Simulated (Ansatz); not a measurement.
The calculation used DFT PBE, scalar-relativistic, plane waves, PAW (Ansatz 0.2.0). Settings: cutoff 420 eV, Γ-centred meshes spaced at most about 0.3 Å⁻¹, and about 0.25 Å⁻¹ or finer for metals (2π included), Gaussian smearing. No spin polarisation.

All energies are static (0 K, no zero-point motion).

Two relaxed structures of CaB₂:

1. Space group R3m (No. 160), trigonal, a = 3.226 Å, c = 13.081 Å. Around Ca lie 7 B at 2.52–2.68 Å, 3 B at 3.06 Å and 6 Ca at 3.23 Å; around B on its first site lie 3 B at 1.86 Å and 4 Ca at 2.52–2.62 Å; around B on its second site lie 3 B at 1.86 Å, 3 Ca at 2.68 Å and 3 Ca at 3.06 Å.

2. Space group P6/mmm (No. 191), hexagonal, a = 3.220 Å, c = 4.070 Å. Ca has 12 B at 2.76 Å; B has 3 B at 1.86 Å and 6 Ca at 2.76 Å.

Question: Which would you expect to be lower, and how large is the difference?

Answer: Cell 2 is lower, by 291 meV/atom. Cell 1 has space group R3m (No. 160), 13.1 Å³/atom and no gap on its mesh; cell 2 has the AlB2 type, space group P6/mmm (No. 191), 12.2 Å³/atom and no gap. Counting B atoms around Ca (those within 1.25 times the shortest such distance or 1.15 times the sum of covalent radii; a plus sign parts nearer from farther groups), cell 1 has Ca 7+3 and cell 2 has Ca 12. Cell 1 and cell 2 both hold B–B nets. The denser one is the lower, and pressure would at first widen the difference. Origin: cell 1, invented; cell 2, reached from a Materials Project cell.

Cells relaxed within their symmetry can be saddle points.
